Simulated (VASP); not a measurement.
# MnO (Fm-3m) in VASP: settings compared

Aim: see how the results for MnO move with the level of theory and the settings. Levels: LDA, r2SCAN, PBE+D3(BJ). Tasks: relaxation of cell and atoms.

Everything below comes from runs of VASP 6.6.1. Logs are shortened: lines on timing, memory, paths and dates and some standing lists are left out, and cuts for length are marked.

**1. The structure**

Symmetry: Fm-3m, No. 225, cubic system. Conventional cell: a = 4.448 Å, b = 4.448 Å, c = 4.448 Å, α = 90.00°, β = 90.00°, γ = 90.00°. Around Mn (site symmetry m-3m) lie 6 O at 2.22 Å. O (site symmetry m-3m) has 6 Mn at 2.22 Å as nearest neighbours.

The cell is a database's computed one.

**2. Relaxation of cell and atoms, LDA, collinear spin, ferromagnetic start**

The input, INCAR:

```
PREC     = Accurate       # precision mode
ENCUT    = 600            # plane-wave cutoff, eV
EDIFF    = 1E-6           # SCF threshold, eV
ISMEAR   = -1             # smearing method
SIGMA    = 0.05           # smearing width, eV
LREAL    = False          # projectors in reciprocal space
LASPH    = True           # aspherical terms in the spheres
NELM     = 150            # most SCF steps
ALGO     = Normal         # electronic algorithm
ISIF     = 3              # what is computed and relaxed
LWAVE    = False          # write WAVECAR
LCHARG   = False          # write CHGCAR
ISPIN    = 2              # spin polarisation
MAGMOM   = 4 0            # initial moments
LORBIT   = 11             # projections on sites
LMAXMIX  = 4              # l up to which the mixer works
GGA      = CA             # functional
IBRION   = 2              # ionic algorithm
NSW      = 40             # ionic steps
EDIFFG   = -0.01          # ionic threshold
```

The input, KPOINTS:

```
regular mesh
0
Gamma
  8 8 8
```

The input, POSCAR:

```
MnO
1.0
    0.0000000000      2.2239077028      2.2239077028
    2.2239077028      0.0000000000      2.2239077028
    2.2239077028      2.2239077028      0.0000000000
Mn O
1 1
Direct
    0.0000000000      0.0000000000      0.0000000000
    0.5000000000      0.5000000000      0.5000000000
```

Potentials or basis: VASP PAW LDA potentials, release 64 (Mn_pv, O).

On the command line:

```console
> cat potpaw_LDA.64/Mn_pv/POTCAR potpaw_LDA.64/O/POTCAR > POTCAR
> mpirun -np 1 vasp_std > vasp.out
```

OUTCAR:

```text
PREC = Accurate
   ENCUT = 600
   EDIFF = 1E-6
   ISMEAR = -1
   LREAL = False
   LASPH = True
   NELM = 150
   ISIF = 3
   ISPIN = 2
   LORBIT = 11
   GGA = CA
   IBRION = 2
   NSW = 40
   EDIFFG = -0.01

 ion  position               nearest neighbor table
   1  0.000  0.000  0.000-   2 2.22   2 2.22   2 2.22   2 2.22   2 2.22   2 2.22
   2  0.500  0.500  0.500-   1 2.22   1 2.22   1 2.22   1 2.22   1 2.22   1 2.22

  LATTYP: Found a face centered cubic cell.
 ALAT       =     4.4478154056

  Lattice vectors:

 A1 = (   0.0000000000,   2.2239077028,   2.2239077028)
 A2 = (   2.2239077028,   0.0000000000,   2.2239077028)
 A3 = (   2.2239077028,   2.2239077028,   0.0000000000)

Analysis of symmetry for initial positions (statically):
=====================================================================
 Subroutine PRICEL returns:
 Original cell was already a primitive cell.

 Routine SETGRP: Setting up the symmetry group for a
 face centered cubic supercell.

 Subroutine GETGRP returns: Found 48 space group operations
 (whereof 48 operations were pure point group operations)
 out of a pool of 48 trial point group operations.

The static configuration has the point symmetry O_h .

Analysis of symmetry for dynamics (positions and initial velocities):
=====================================================================
 Subroutine PRICEL returns:
 Original cell was already a primitive cell.

 Routine SETGRP: Setting up the symmetry group for a
 face centered cubic supercell.

 Subroutine GETGRP returns: Found 48 space group operations
 (whereof 48 operations were pure point group operations)
 out of a pool of 48 trial point group operations.

The dynamic configuration has the point symmetry O_h .

Analysis of structural, dynamic, and magnetic symmetry:
=====================================================================
 Subroutine PRICEL returns:
 Original cell was already a primitive cell.

 Routine SETGRP: Setting up the symmetry group for a
 face centered cubic supercell.

 Subroutine GETGRP returns: Found 48 space group operations
 (whereof 48 operations were pure point group operations)
 out of a pool of 48 trial point group operations.

The overall configuration has the point symmetry O_h .

 Subroutine INISYM returns: Found 48 space group operations
 (whereof 48 operations are pure point group operations),
 and found     1 'primitive' translations

----------------------------------------------------------------------------------------

                                     Primitive cell

  volume of cell :      21.9979

  direct lattice vectors                    reciprocal lattice vectors
     0.000000000  2.223907703  2.223907703    -0.224829474  0.224829474  0.224829474
     2.223907703  0.000000000  2.223907703     0.224829474 -0.224829474  0.224829474
     2.223907703  2.223907703  0.000000000     0.224829474  0.224829474 -0.224829474

  length of vectors
     3.145080435  3.145080435  3.145080435     0.389416073  0.389416073  0.389416073

  position of ions in fractional coordinates (direct lattice)
     0.000000000  0.000000000  0.000000000
     0.500000000  0.500000000  0.500000000

  ion indices of the primitive-cell ions
   primitive index   ion index
                 1           1
                 2           2

----------------------------------------------------------------------------------------

 KPOINTS: regular mesh

Automatic generation of k-mesh.
 Grid dimensions read from file:
 generate k-points for:    8    8    8

 Generating k-lattice:

  Cartesian coordinates                     Fractional coordinates (reciprocal lattice)
    -0.028103684  0.028103684  0.028103684     0.125000000  0.000000000  0.000000000
     0.028103684 -0.028103684  0.028103684     0.000000000  0.125000000  0.000000000
     0.028103684  0.028103684 -0.028103684     0.000000000  0.000000000  0.125000000

  Length of vectors
     0.048677009  0.048677009  0.048677009

  Shift w.r.t. Gamma in fractional coordinates (k-lattice)
     0.000000000  0.000000000  0.000000000

 Subroutine IBZKPT returns following result:
 ===========================================

 Found     29 irreducible k-points:

 Following reciprocal coordinates:
            Coordinates               Weight
  0.000000  0.000000  0.000000      1.000000
  0.125000  0.000000  0.000000      8.000000
  0.250000  0.000000  0.000000      8.000000
  0.375000  0.000000  0.000000      8.000000
  0.500000  0.000000  0.000000      4.000000
  0.125000  0.125000  0.000000      6.000000
[... 16 lines left out ...]
  0.500000  0.250000  0.125000     48.000000
 -0.375000  0.250000  0.125000     24.000000
 [... further k-points ...]
   k-points           NKPTS =     29   k-points in BZ     NKDIM =     29   number of bands    NBANDS=     15
   number of dos      NEDOS =    301   number of ions     NIONS =      2
   total plane-waves  NPLWV =  21952
   dimension x,y,z NGX =    28 NGY =   28 NGZ =   28
   dimension x,y,z NGXF=    56 NGYF=   56 NGZF=   56
   ions per type =               1   1
   NGX,Y,Z   is equivalent  to a cutoff of  14.80, 14.80, 14.80 a.u.
   NGXF,Y,Z  is equivalent  to a cutoff of  29.60, 29.60, 29.60 a.u.
 SYSTEM =  unknown system
   PREC   = accura    normal or accurate (medium, high low for compatibility)
   ISTART =      0    job   : 0-new  1-cont  2-samecut
   ICHARG =      2    charge: 1-file 2-atom 10-const
   ISPIN  =      2    spin polarized calculation?
   LNONCOLLINEAR =      F non collinear calculations
   LSORBIT =      F    spin-orbit coupling
   LASPH  =      T    aspherical Exc in radial PAW
   ENCUT  =  600.0 eV  44.10 Ry    6.64 a.u.   6.28  6.28  6.28*2*pi/ulx,y,z
   NELM   =    150;   NELMIN=  2; NELMDL= -5     # of ELM steps
   EDIFF  = 0.1E-05   stopping-criterion for ELM
   LREAL  =      F    real-space projection
   EDIFFG = -.1E-01   stopping-criterion for IOM
   NSW    =     40    number of steps for IOM
   IBRION =      2    ionic relax: 0-MD 1-quasi-New 2-CG
   NFREE  =      1    steps in history (QN), initial steepest desc. (CG)
   ISIF   =      3    stress and relaxation
   ISYM   =      2    0-nonsym 1-usesym 2-fastsym
   POTIM  = 0.5000    time-step for ionic-motion
   TEBEG  =    0.0;   TEEND  =   0.0 temperature during run
   PSTRESS=    0.0 pullay stress
   NELECT =      19.0000    total number of electrons
   NUPDOWN=      -1.0000    fix difference up-down
   EMIN   =  10.00;   EMAX   =-10.00  energy-range for DOS
   EFERMI =   0.00;   METHOD = LEGACY
   ISMEAR =    -1;   SIGMA  =   0.05  broadening in eV -4-tet -1-fermi 0-gaus
   EFERMI_NEDOS =   21; number of points for ismear=-14 and -15
   IALGO  =     38    algorithm
   IMIX   =      4    mixing-type and parameters
     AMIX     =   0.40;   BMIX     =  1.00
     AMIX_MAG =   1.60;   BMIX_MAG =  1.00
  volume/ion in A,a.u.               =      11.00        74.22
  Fermi-wavevector in a.u.,A,eV,Ry     =   1.559071  2.946217 33.071721  2.430703
  Thomas-Fermi vector in A             =   2.662483
   LORBIT       =     11    0 simple, 1 ext, 2 COOP (PROOUT), +10 PAW based schemes
   GGA     = CA    functional components
   LHFCALC =     F    Hartree Fock is set to
   AEXX    =    0.0000 exact exchange contribution
   IVDW    =     0    specifies the selected vdW correction
   LEPSILON=     F    determine dielectric tensor
   LRPA    =     F    only Hartree local field effects (RPA)
 conjugate gradient relaxation of ions
 spin polarized calculation
  energy-cutoff  :      600.00
  volume of cell :       22.00
 maximum number of plane-waves:       754
 NGX is ok and might be reduce to    28
   NGX = 13   NGY = 13   NGZ = 13

--------------------------------------- Ionic step        1  -------------------------------------------

 number of electron      18.9999997 magnetization       4.5999344

 Free energy of the ion-electron system (eV)
  ---------------------------------------------------
  ext. energy  EPLUGINS =         0.00000000
  ---------------------------------------------------
  free energy    TOTEN  =       -17.58832624 eV

  energy without entropy =      -17.57765971  energy(sigma->0) =      -17.58299297

------------------------ aborting loop because EDIFF is reached ----------------------------------------

  FORCE on cell =-STRESS in cart. coord.  units (eV):
  Direction    XX          YY          ZZ          XY          YZ          ZX
  --------------------------------------------------------------------------------------
  -------------------------------------------------------------------------------------
  Total       -2.2742760     -2.2742760     -2.2742760      0.0000000      0.0000000      0.0000000
  in kB     -165.6431483   -165.6431483   -165.6431483      0.0000000      0.0000000      0.0000000
  external PRESSURE =    -165.6431483 kB  Pullay stress =       0.0000000 kB
[... 57 lines left out ...]
  energy  without entropy=      -17.8118146308  energy(sigma->0) =      -17.81722309

--------------------------------------- Ionic step        3  -------------------------------------------

 number of electron      19.0000004 magnetization       3.8046798

 Free energy of the ion-electron system (eV)
  ---------------------------------------------------
  ext. energy  EPLUGINS =         0.00000000
  ---------------------------------------------------
  free energy    TOTEN  =       -17.82354227 eV

  energy without entropy =      -17.81291353  energy(sigma->0) =      -17.81822790

 E-fermi :   9.5037     XC(G=0): -13.4384

 val. band max:        9.5016003914   @ k =  -0.1250   0.1250   0.0000
 cond. band min:       9.5327497409   @ k =   0.5000   0.2500   0.1250
 fundamental gap:      0.0311493495
 Fermi energy:         9.5037313080

 spin component 1

 k-point     1 :       0.0000    0.0000    0.0000
  band No.  band energies     occupation
      1     -40.0408      1.00000
      2     -40.0408      1.00000
      3     -40.0408      1.00000
      4     -12.1356      1.00000
      5       4.8358      1.00000
      6       4.8358      1.00000
      7       4.8358      1.00000
      8       6.3979      1.00000
      9       6.3979      1.00000
     10       6.3979      1.00000
     11       7.0320      1.00000
     12       7.0320      1.00000
     13      10.1684      0.00000
     14      24.1168      0.00000
     15      27.4966      0.00000
[... 399 lines left out ...]
      1     -40.1638      1.00000
      2     -40.0940      1.00000
      3     -40.0700      1.00000
      4     -10.6760      1.00000
      5       0.4789      1.00000
      6       2.0228      1.00000
      7       2.3945      1.00000
      8       7.3501      1.00000
      9       7.5651      1.00000
     10       8.0419      1.00000
     11       9.2163      0.99683
     12       9.9192      0.00025
     13      16.0113      0.00000
     14      18.5591      0.00000
     15      20.3634      0.00000

 [... further k-points ...]

 spin component 2

 k-point     1 :       0.0000    0.0000    0.0000
  band No.  band energies     occupation
      1     -36.5330      1.00000
      2     -36.5330      1.00000
      3     -36.5330      1.00000
      4     -11.7592      1.00000
      5       5.1759      1.00000
      6       5.1759      1.00000
      7       5.1759      1.00000
      8       9.2001      0.99770
      9       9.2001      0.99770
     10       9.2001      0.99770
     11       9.9855      0.00007
     12       9.9855      0.00007
     13      10.9650      0.00000
     14      24.5723      0.00000
     15      28.7685      0.00000
[... 443 lines left out ...]
  FREE ENERGIE OF THE ION-ELECTRON SYSTEM (eV)
  ---------------------------------------------------
  free  energy   TOTEN  =       -17.8235422744 eV

  energy  without entropy=      -17.8129135278  energy(sigma->0) =      -17.81822790

 reached required accuracy - stopping structural energy minimisation

 total charge

# of ion       s       p       d       tot
------------------------------------------
    1        0.237   6.240   5.138  11.614
    2        1.548   3.446   0.000   4.994
--------------------------------------------------
tot          1.785   9.686   5.138  16.609

 magnetization (x)

# of ion       s       p       d       tot
------------------------------------------
    1        0.025   0.018   3.485   3.528
    2        0.030   0.104   0.000   0.134
--------------------------------------------------
tot          0.055   0.123   3.485   3.663
```

Run time: 83 s. Hardware: 1 thread of Intel Xeon Platinum 8259CL at 2.50GHz (Skylake/Cascade Lake), shared host; peak memory 0.16 GiB.

What came out:

* Free energy: -17.8235 eV
* Relaxed volume: 9.20 Å³/atom
* Relaxed cell: a = 2.963 Å, b = 2.963 Å, c = 2.963 Å, α = 60.00°, β = 60.00°, γ = 60.00°
* Space group after relaxing (to 0.05 Å): Fm-3m (No. 225)
* Energy gained by relaxing: 117.6 meV/atom
* Ionic steps: 3
* Pressure after relaxing: -0.2 GPa
* Band gap on the k mesh: none (metal or under the smearing width)
* Net moment: 3.80 μB per cell
* Site moments: Mn +3.53; O +0.13 μB
* Valence electrons inside the program's atomic spheres: Mn 11.61; O 4.99

The path:
```tsv
step	energy change (eV)	largest force (eV/Å)	pressure (GPa)	volume (Å³)
1	0.0000	0.0000	-16.56	22.00
2	-0.2343	0.0000	-1.55	18.57
3	-0.2352	0.0000	-0.16	18.40
```

Final structure:
```
Mn O
1.0
     0.00000    2.09534    2.09534
     2.09534    0.00000    2.09534
     2.09534    2.09534    0.00000
Mn O
1 1
Direct
  0.00000 0.00000 0.00000
  0.50000 0.50000 0.50000
```

Caveat: the volume moved by over 15 % at a fixed basis, so the end points are rough; a cell with one magnetic atom can't hold antiferromagnetic order, which such compounds often take; semilocal functionals often make such compounds metallic where correlation or magnetic order opens a gap, which also shifts bond lengths. With open d or f shells a metallic result of LDA can be an artefact of self-interaction; +U or a hybrid may open a gap.

**3. Relaxation of cell and atoms, r2SCAN, collinear spin, ferromagnetic start**

The input, INCAR:

```
SYSTEM = MnO
PREC     = Accurate       ! precision mode
ENCUT    = 600            ! plane-wave cutoff, eV
EDIFF    = 1E-7           ! SCF threshold, eV
ISMEAR   = -1             ! smearing method
SIGMA    = 0.05           ! smearing width, eV
LREAL    = .False.        ! projectors in reciprocal space
LASPH    = .True.         ! aspherical terms in the spheres
NELM     = 150            ! most SCF steps
ALGO     = Normal         ! electronic algorithm
ISIF     = 3              ! what is computed and relaxed
LWAVE    = .False.        ! write WAVECAR
LCHARG   = .False.        ! write CHGCAR
ISPIN    = 2              ! spin polarisation
MAGMOM   = 4 0            ! initial moments
LORBIT   = 11             ! projections on sites
LMAXMIX  = 4              ! l up to which the mixer works
METAGGA  = R2SCAN         ! meta-GGA
LMIXTAU  = .True.       
IBRION   = 2              ! ionic algorithm
NSW      = 60             ! ionic steps
EDIFFG   = -0.01          ! ionic threshold
```

The input, KPOINTS:

```
Automatic mesh
0
Gamma
  8 8 8
  0 0 0
```

POSCAR is that of step 2.

Potentials or basis: VASP PAW PBE potentials, release 64 (Mn_pv, O).

On the command line:

```console
> cat potpaw_PBE.64/Mn_pv/POTCAR potpaw_PBE.64/O/POTCAR > POTCAR
> mpirun -np 1 vasp_std > vasp.out
```

OUTCAR:

```text
SYSTEM = MnO
   PREC = Accurate
   ENCUT = 600
   EDIFF = 1E-7
   ISMEAR = -1
   LREAL = .False.
   LASPH = .True.
   NELM = 150
   ISIF = 3
   ISPIN = 2
   LORBIT = 11
   METAGGA = R2SCAN
   IBRION = 2
   NSW = 60
   EDIFFG = -0.01

 ion  position               nearest neighbor table
   1  0.000  0.000  0.000-   2 2.22   2 2.22   2 2.22   2 2.22   2 2.22   2 2.22
   2  0.500  0.500  0.500-   1 2.22   1 2.22   1 2.22   1 2.22   1 2.22   1 2.22

  LATTYP: Found a face centered cubic cell.
 ALAT       =     4.4478154056

  Lattice vectors:

 A1 = (   0.0000000000,   2.2239077028,   2.2239077028)
 A2 = (   2.2239077028,   0.0000000000,   2.2239077028)
 A3 = (   2.2239077028,   2.2239077028,   0.0000000000)

Analysis of symmetry for initial positions (statically):
=====================================================================
 Subroutine PRICEL returns:
 Original cell was already a primitive cell.

 Routine SETGRP: Setting up the symmetry group for a
 face centered cubic supercell.

 Subroutine GETGRP returns: Found 48 space group operations
[... 1058 lines left out ...]
 [... further k-points ...]

------------------------ aborting loop because EDIFF is reached ----------------------------------------

  FORCE on cell =-STRESS in cart. coord.  units (eV):
  Direction    XX          YY          ZZ          XY          YZ          ZX
  --------------------------------------------------------------------------------------
  -------------------------------------------------------------------------------------
  Total        0.0143133      0.0143133      0.0143133     -0.0000000      0.0000000      0.0000000
  in kB        1.0424833      1.0424833      1.0424833     -0.0000000      0.0000000      0.0000000
  external PRESSURE =       1.0424833 kB  Pullay stress =       0.0000000 kB

 VOLUME and BASIS-vectors are now :
 -----------------------------------------------------------------------------
  energy-cutoff  :      600.00
  volume of cell :       22.00
      direct lattice vectors                 reciprocal lattice vectors
     0.000000000  2.223907703  2.223907703    -0.224829474  0.224829474  0.224829474
     2.223907703  0.000000000  2.223907703     0.224829474 -0.224829474  0.224829474
     2.223907703  2.223907703  0.000000000     0.224829474  0.224829474 -0.224829474

 POSITION                                       TOTAL-FORCE (eV/Angst)
 -----------------------------------------------------------------------------------
      0.00000      0.00000      0.00000        -0.000000     -0.000000     -0.000000
      2.22391      2.22391      2.22391         0.000000      0.000000      0.000000
 -----------------------------------------------------------------------------------
    total drift:                                0.000000      0.000000      0.000000

  FREE ENERGIE OF THE ION-ELECTRON SYSTEM (eV)
  ---------------------------------------------------
  free  energy   TOTEN  =       -24.4899429564 eV

  energy  without entropy=      -24.4890440402  energy(sigma->0) =      -24.48949350

 reached required accuracy - stopping structural energy minimisation

 total charge

# of ion       s       p       d       tot
------------------------------------------
    1        0.208   6.171   4.961  11.340
    2        1.556   3.471   0.000   5.027
--------------------------------------------------
tot          1.763   9.642   4.961  16.367

 magnetization (x)

# of ion       s       p       d       tot
------------------------------------------
    1        0.029   0.022   4.491   4.542
    2        0.032   0.200   0.000   0.232
--------------------------------------------------
tot          0.061   0.222   4.491   4.774
```

Wall time 1.9 min (1 thread of AMD EPYC 9R14 (Zen 4), shared host); peak memory 0.16 GiB.

What came out:

* Free energy: -24.4899 eV
* Pressure after relaxing: 0.1 GPa
* Band gap on the k mesh: none (metal or under the smearing width)
* Net moment: 5.00 μB per cell
* Site moments: Mn +4.54; O +0.23 μB
* Valence electrons inside the program's atomic spheres: Mn 11.34; O 5.03

Final structure:
```
CELL_PARAMETERS angstrom
0.00000 2.22391 2.22391
2.22391 0.00000 2.22391
2.22391 2.22391 0.00000
ATOMIC_POSITIONS crystal
Mn 0.00000 0.00000 0.00000
O 0.50000 0.50000 0.50000
```

Caveat: the relaxation stopped at its first step, so nothing moved; the PAW data sets were made with another functional, which shifts forces and pressure a little; a cell with one magnetic atom can't hold antiferromagnetic order, which such compounds often take; semilocal functionals often make such compounds metallic where correlation or magnetic order opens a gap, which also shifts bond lengths.

(Part 1 of 2 ends here.)
